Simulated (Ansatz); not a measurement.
Bi2Te3: computed properties

Level of theory: DFT PBEsol, scalar-relativistic, plane waves, PAW (Ansatz 0.2.0).

Plane waves to 420 eV, a k mesh through Γ of 12×12×12 on the computed 5-atom cell and Gaussian smearing (0.01 eV); no spin polarisation.

The structure is relaxed at this level of theory with its symmetry kept.

```
CELL_PARAMETERS angstrom
2.19042 1.26464 10.10776
-2.19042 1.26464 10.10776
0.00000 -2.52928 10.10776
ATOMIC_POSITIONS crystal
Bi 0.39983 0.39983 0.39983
Bi 0.60017 0.60017 0.60017
Te 0.00000 0.00000 0.00000
Te 0.21001 0.21001 0.21001
Te 0.78999 0.78999 0.78999
```

- Space group: R-3m (No. 166)
- Volume per atom: 33.60 Å³
- Formation energy from the elements' standard states (uncorrected): -0.224 eV/atom
- Kohn–Sham band gap: 0.22 eV, direct at Γ
- Löwdin character of the top 1 eV of the valence band: Te 5p 84 %, Bi 6p 8 %
- Löwdin character of the lowest 1 eV of the conduction band: Bi 6p 59 %, Te 5p 30 %, unprojected 4 %
- Electron masses at the edge by Cartesian direction of the standard setting (m_e; degenerate bands sorted by energy; no spin-orbit coupling): x: 0.071; y: 0.071; z: 0.12
- Hole masses at the edge by Cartesian direction of the standard setting (m_e; degenerate bands sorted by energy; no spin-orbit coupling): x: 0.058; y: 0.057; z: 0.13
- Bader charges (e): Bi (2 in the cell) 0.66, Te (1 in the cell) -0.58, Te (2 in the cell) -0.36

Spin-orbit coupling is left out, which matters for the bands of heavy elements.